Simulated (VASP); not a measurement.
A run of VASP 6.6.1 is set up as follows.

Contents of INCAR:

```
PREC     = Accurate       # precision mode
ENCUT    = 520            # plane-wave cutoff, eV
EDIFF    = 1E-6           # SCF threshold, eV
ISMEAR   = -1             # smearing method
SIGMA    = 0.05           # smearing width, eV
LREAL    = False          # projectors in reciprocal space
LASPH    = True           # aspherical terms in the spheres
NELM     = 100            # most SCF steps
ALGO     = Normal         # electronic algorithm
ISIF     = 2              # what is computed and relaxed
LWAVE    = False          # write WAVECAR
LCHARG   = True           # write CHGCAR
GGA      = PE             # functional
LELF     = True           # ELF
LVHAR    = True         
NBANDS   = 14             # bands
```

The input KPOINTS:

```
regular mesh
0
Gamma
  13 13 7
```

POSCAR

```
Na
1.0
    3.7670009976      0.0000000000      0.0000000000
   -1.8835004988      3.2623185600      0.0000000000
    0.0000000000      0.0000000000      6.1540000000
Na
2
Direct
    0.3333333333      0.6666666667      0.2500000000
    0.6666666667      0.3333333333      0.7500000000
```

Potentials or basis: VASP PAW PBE potentials, release 64 (Na_pv).

Command:

```sh
$ cat potpaw_PBE.64/Na_pv/POTCAR > POTCAR
$ mpirun -np 1 vasp_std > vasp.out
```

Task: Predict the pressure.

Result: -0.1 GPa.

Task: Predict the band gap on the k mesh.

Result: None (metal or under the smearing width).

Stress tensor (GPa, compression positive):
```
-0.18  0.00  0.00
 0.00 -0.18  0.00
 0.00  0.00 -0.06
```
